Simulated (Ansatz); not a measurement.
# Nb (P-1) in Ansatz: notebook

Runs on Nb. Level: PBE. Tasks: single point.

All numbers are computed with Ansatz 0.2.0; they aren't measurements. Logs are shortened: lines on timing, memory, paths and dates and some standing lists are left out, and cuts for length are marked.

## (1) The cell of the first run

The typed cell holds 1 atom: a = 2.707 Å, b = 3.357 Å, c = 2.926 Å, α = 126.55°, β = 106.47°, γ = 102.66°.

This isn't the form of Nb at room conditions, which is bcc.

## (2) Single point, PBE (cell sheared at random, sigma 0.1, atoms nudged by 0.01 Å)

input.yaml reads:

```yaml
crystal:
  lattice:
    - [-1.45458837, 1.60092034, 1.62730152]
    - [1.61901073, -1.98182682, 2.17263036]
    - [1.2182993, 1.74553775, -2.008208]
  atoms:
    - { symbol: Nb, position: [0.0, 0.0, 0.0] }
kpoints:
  mp_grid: { grid: [12, 11, 13] }
scf:
  occupations: { method: fermi_dirac, width: 0.05 }
hamiltonian:
  xc: pbe
  pseudopotentials: { kind: all_electron, lapw: { basis_error: 0.001 } }
output:
  forces: true
  stress: true
  eigenvalues: true
  populations: true
```

Potentials or basis: all-electron LAPW, scalar-relativistic.

Command:

```
$ ansatz run input.yaml --threads 1 --pin off --max-ram 3072MiB --backend cpu --events-out ev --progress --plain --runs-dir out
```

What it wrote:

```text
Warning: RAYON_NUM_THREADS=1 ignored (pool sized by the plan → 1); use --threads N
Nb: projections on atomic orbitals take those of the free atom 1s2 2s2 2p6 3s2 3p6 3d10 4s2 4p6 4d4 5s1, of charge +0.00 (hamiltonian.pseudopotentials.projection_atoms)
LAPW: plane waves up to 8.252 Å⁻¹, error target 1.0e-3 eV per atom; small_component_spin mean_spin; Nb in spheres of 1.321 Å, 29 of its electrons in bands, Dirac shells [] (how accurate: hamiltonian.pseudopotentials.lapw.basis_error, Limitations)
Engine: ansatz 0.2.0, x86_64-unknown-linux-gnu
Pseudopotentials: kind: all_electron
Pseudopotential: Nb, LAPW, valence charge 29, lapw/all_electron/scalar/gaussian/Nb, Koelling and Harmon's equation, gaussian nucleus
Functional definition: PBE
  parameter kappa = 0.804
  parameter beta = 0.06672455060314922
  exchange = pbe_x(kappa = kappa, mu = beta*pi^2/3)
  correlation = pbe_c(beta = beta)
Crystal: 1 atoms, lattice volume = 17.698 Å³
Basis set: ecut = 259.4615439776017 eV, 173 PW (Γ), exchange–correlation at level 2
Bands: 19, of which v1, the nominal top of the filled ones, is band 15 counted from 1 (14 counted from 0)
Symmetry: 2 space group operations
Space group: P-1 (ITA 2), of the structure as read, at distance tolerance 2.6e-5 Å
k-points: 859 of 1716
Non-local potential: Nb, projectors of the file, none
Initial density: superposition of atomic densities (chi_scale 0.1, normalization cell)
Initial wavefunctions: plane waves of lowest kinetic energy (no species holds an atomic orbital)
Functional: x = pbe(κ = 0.804, μ = 0.2195149727645171), c = pbe(β = 0.06672455060314922)
iter 1 solved again at ethr=1.11e-3 eV; its pass at ethr=1.00e-1 eV (dr2=3.23e-1 eV) is discarded
SCF iter   1: F=—  HF=-103945.698346 eV  |F-HF|=—  |Δ(HF+E_count)|=         —  Δρ=4.97e-2  dr2=3.23e-1  ethr=1.11e-3  ⟨swp⟩=2.1  Hψ=100142  notcnv=0
preconditioner: auto → Kerker (q_TF=auto, 2.962 Å⁻¹)  [metal: Δε(μ)=0.006 eV  Ē_g=7.942 eV  σ=0.050 eV  W_gap=0.03  n_scr=10 (ndim 8)  ℏωp=19.7 eV  f_vac=0.000  D(μ)=0.98/eV (n_scr^D=12)]
SCF iter   2: F=—  HF=-103945.380415 eV  |F-HF|=—  |Δ(HF+E_count)|=   3.18e-1  Δρ=2.69e-2  dr2=1.06e-1  ethr=1.11e-3  ⟨swp⟩=2.0  Hψ=50705  notcnv=0
SCF iter   3: F=—  HF=-103945.352632 eV  |F-HF|=—  |Δ(HF+E_count)|=   2.78e-2  Δρ=1.34e-2  dr2=3.01e-2  ethr=3.65e-4  ⟨swp⟩=2.0  Hψ=47377  notcnv=0
SCF iter   4: F=—  HF=-103945.352867 eV  |F-HF|=—  |Δ(HF+E_count)|=         —  Δρ=4.27e-3  dr2=3.57e-3  ethr=1.04e-4  ⟨swp⟩=2.0  Hψ=47021  notcnv=0
the basis was enlarged: its passes take 203.0 KiB over the memory plan, 1 of 1 planned eigensolver slots
iter 5 solved again at ethr=6.88e-7 eV; its pass at ethr=1.23e-5 eV (dr2=2.00e-4 eV) is discarded
SCF iter   5: F=—  HF=-103945.353469 eV  |F-HF|=—  |Δ(HF+E_count)|=   6.02e-4  Δρ=1.04e-3  dr2=1.99e-4  ethr=6.88e-7  ⟨swp⟩=2.0  Hψ=79553  notcnv=0
SCF iter   6: F=—  HF=-103945.353457 eV  |F-HF|=—  |Δ(HF+E_count)|=   1.20e-5  Δρ=3.59e-4  dr2=2.73e-5  ethr=6.87e-7  ⟨swp⟩=2.0  Hψ=47005  notcnv=0
SCF iter   7: F=—  HF=-103945.353452 eV  |F-HF|=—  |Δ(HF+E_count)|=   4.34e-6  Δρ=6.21e-5  dr2=9.75e-7  ethr=9.40e-8  ⟨swp⟩=2.0  Hψ=47005  notcnv=0
SCF iter   8: F=-103945.353452 eV  HF=-103945.353452 eV  |F-HF|=2.66e-8  |Δ(HF+E_count)|=   2.21e-7  Δρ=2.34e-5  dr2=8.58e-8  ethr=3.36e-9  ⟨swp⟩=2.0  Hψ=47005  notcnv=0
SCF 1 converged in 8 iterations: F = -103945.353452 eV  dr2 = 8.58e-8
SCF converged after 8 iterations
Free energy (F): -103945.353452 eV
Harris-Foulkes:  -103945.353452 eV  (|F-HF|=2.66e-8)
Internal energy: -103945.345475 eV  (E = F + TS)
E sigma→0 (E₀):  -103945.349463 eV
Entropy (-TS):   -0.007977 eV (-7.977 meV/atom)
Fermi energy:    20.646616 eV
--- Per-component energies (eV) ---
  E_band       = -3681.299729
  E_kinetic    = 107543.812881
  E_xc         = -3241.128210
  E_electrostatic = -208248.030146  (all electrons and nuclei)
  E_smearing   = -0.007977  (= −TS)
  E_closure    = 0.000000  (closes the sum)
  E_atoms      = -103935.548123  (free atoms, spherical and without spin; not in F)
  Σ components = -103945.353452   (vs F -103945.353452, Δ=0.00e0)
  Basis errors (estimates in eV, not in F): energy 3.0e-4 per atom: plane waves 2.6e-4 (1.4e-4 summed), levels above the bands 6.6e-98, relativity 5.7e-8, radial functions 4.1e-5, core shells 1.2e-6; eigenvalues (radial functions only) 1.3e-6; not estimated: angular momenta, meshes, grids; target (lapw.basis_error) 1.0e-3; muffin-tin radii Nb 1.321 Å
--- Forces (eV/Å), atoms counted from 1 ---
  atom   1  Nb     0.00000000     0.00000000     0.00000000
  max |Σ_I F_I| component: 0.00e0 eV/Å
--- Stress (GPa, compression-positive) ---
       26.527958       0.565732      -1.604895
        0.565732       2.216991      12.564893
       -1.604895      12.564893       5.483879
  P = ⅓ Tr σ = 11.4096 GPa (114.096 kbar)
--- Band table (eV; the first three rows and the last of 859) ---
  k-point 0: bands = ["-321.9633", "-321.9558", "-321.9366", "-171.5524", "-171.5356", "-171.5261", "-171.5227", "-171.5095", "-34.0270", "-9.6426", "-9.0123", "-8.8309", "14.5061", "18.3747", "20.4009", "22.2806", "23.8648", "25.4710", "32.5318"]
  k-point 1: bands = ["-321.9633", "-321.9558", "-321.9366", "-171.5524", "-171.5356", "-171.5261", "-171.5227", "-171.5095", "-34.0018", "-9.6693", "-9.0954", "-8.8998", "14.8400", "18.6153", "20.3852", "22.2704", "23.6040", "24.9985", "33.2038"]
  k-point 2: bands = ["-321.9633", "-321.9558", "-321.9366", "-171.5524", "-171.5356", "-171.5261", "-171.5227", "-171.5095", "-33.9314", "-9.7443", "-9.4017", "-8.9997", "15.7321", "19.1037", "20.3671", "22.5034", "22.7838", "24.3268", "34.5216"]
  k-point 858: bands = ["-321.9633", "-321.9558", "-321.9366", "-171.5524", "-171.5356", "-171.5261", "-171.5227", "-171.5095", "-33.6719", "-10.7800", "-9.6049", "-9.4187", "17.1716", "17.9781", "21.6114", "24.4449", "24.6785", "27.5796", "32.8059"]
--- Löwdin populations: 1 site ---
  site symbol       q [e]
     0     Nb     40.9580
  spilling = 0.001024 (of n_electrons = 41.000000)
```

Run time: 2.7 min. Hardware: 1 thread of Intel Xeon at 2.50GHz (Skylake/Cascade Lake), shared host; peak memory 0.86 GiB.

What came out:

```yaml
Free_energy: -103945.3535 eV
Pressure: 11.4 GPa
Band_gap_on_the_k_mesh: none (metal or under the smearing width)
```

## (3) Single point, PBE (cell strained at random at fixed volume)

input.yaml reads:

```yaml
crystal:
  lattice:
    - [-1.446718, 1.600989, 1.624304]
    - [1.555977, -1.994454, 2.132455]
    - [1.264578, 1.79505, -2.005886]
  atoms:
    - { symbol: Nb, position: [-0.00222, -0.005499, 0.005361] }
kpoints:
  mp_grid: { grid: [12, 11, 13] }
scf:
  occupations: { method: fermi_dirac, width: 0.05 }
hamiltonian:
  xc: pbe
  pseudopotentials: { kind: all_electron, lapw: { basis_error: 0.001 } }
output:
  forces: true
  stress: true
  eigenvalues: true
  populations: true
```

Potentials or basis: all-electron LAPW, scalar-relativistic.

Command:

```
$ ansatz run input.yaml --threads 1 --pin off --max-ram 3072MiB --backend cpu --events-out ev --progress --plain --runs-dir out
```

Run time: 2.4 min. Hardware: 1 thread of Intel Xeon at 2.50GHz (Skylake/Cascade Lake), shared host; peak memory 0.87 GiB.

It converged, with:

- Free energy: -103945.3371 eV
- Pressure: 12.0 GPa
- Band gap on the k mesh: none (metal or under the smearing width)

Stress tensor (GPa, compression positive):
```
29.33  0.28 -1.17
 0.28  2.34 13.66
-1.17 13.66  4.31
```

Levels at points of the mesh, in eV from the Fermi level:
```csv
k point,band 11,band 12,band 13,band 14,band 15,band 16,band 17,band 18
"(0.00, 0.00, 0.00)",-29.64,-29.46,-6.15,-2.27,-0.20,1.59,3.15,4.75
"(-0.50, 0.00, 0.00)",-30.29,-30.06,-4.22,-0.75,0.93,2.14,2.64,7.17
```
